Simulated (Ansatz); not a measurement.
Clamped-ion strain scan in SnO₂

These are results of Ansatz 0.2.0, DFT PBE, scalar-relativistic, plane waves, PAW, not measurements. The runs took a 420 eV cutoff, a Γ-centred 8×8×8 mesh and Gaussian smearing (0.05 eV). No spin polarisation. Energies are free energies at this smearing, counted from the undisturbed cell; pressure is positive in compression.

Reference structure (relaxed at this level; this form isn't the usual structure):

```
Sn O
1.0
     5.16980    0.00000    0.00000
     0.00000    5.16980    0.00000
     0.00000    0.00000    5.16980
Sn O
4 8
Direct
  0.00000 0.50000 0.50000
  0.50000 0.50000 0.00000
  0.50000 0.00000 0.50000
  0.00000 0.00000 0.00000
  0.33909 0.16091 0.83909
  0.16091 0.83909 0.33909
  0.83909 0.33909 0.16091
  0.66091 0.66091 0.66091
  0.33909 0.33909 0.33909
  0.16091 0.66091 0.83909
  0.83909 0.16091 0.66091
  0.66091 0.83909 0.16091
```

The cell is strained by ε times the Voigt pattern (0, 0, 0, 0, 0, 1) (xx, yy, zz, yz, xz, xy; engineering shear) with fractional coordinates fixed.

```tsv
ε	ΔE (meV/atom)
-0.0200	1.6
-0.0100	0.4
0.0000	0.0
0.0025	0.0
0.0050	0.1
0.0075	0.2
0.0125	0.6
0.0150	0.9
0.0175	1.2
```

Question: Predict the gap on the mesh (eV) at each point.

Answer:
```
      ε  gap on the mesh (eV)
-0.0200                  0.55
-0.0100                  0.57
 0.0000                  0.59
 0.0025                  0.58
 0.0050                  0.58
 0.0075                  0.58
 0.0125                  0.57
 0.0150                  0.56
 0.0175                  0.56
```

Cost: 9 runs of about 24 core-minutes in all, on Intel Xeon Processor @ 2.50GHz (Skylake/Cascade Lake) (shared hosts).